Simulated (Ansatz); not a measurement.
I:

```
I
1.0
     3.63503   -2.39502    0.00000
     3.63503    2.39502    0.00000
     0.00000    0.00000    9.79344
I
4
Cartesian
  3.6350 -0.7152 3.7646
  3.6350 1.6799 1.1321
  3.6350 0.7152 6.0288
  3.6350 -1.6799 8.6613
```

Base run:

```yaml
Program: Ansatz 0.2.0
Functional: PBEsol
Potentials_or_basis: all-electron LAPW, scalar-relativistic
Cutoff: 253 eV
Density_cutoff: 1011 eV
Basis_error_allowed: 0.002 eV/atom
k_mesh: 7 × 7 × 3
Occupations: fermi-dirac, width 0.05 eV
Spin: no spin polarisation
```

Its results: band gap on the k mesh 1.29 eV, indirect (least direct gap 1.38 eV); pressure 0.1 GPa; largest force 0.759 eV/Å.

Question: The run is repeated on the same cell with these changes: potentials or basis from all-electron LAPW, scalar-relativistic to all-electron LAPW, non-relativistic. What comes out?

Answer: Band gap on the k mesh 1.45 eV, indirect (least direct gap 1.59 eV); pressure 0.6 GPa; largest force 0.735 eV/Å.

Caveats: spin-orbit coupling is left out, which moves the levels of the heavy elements; relativity is left out, which matters for the heavier elements (some runs).

A k mesh can miss the band edges.

Not every run made on this cell is shown here.
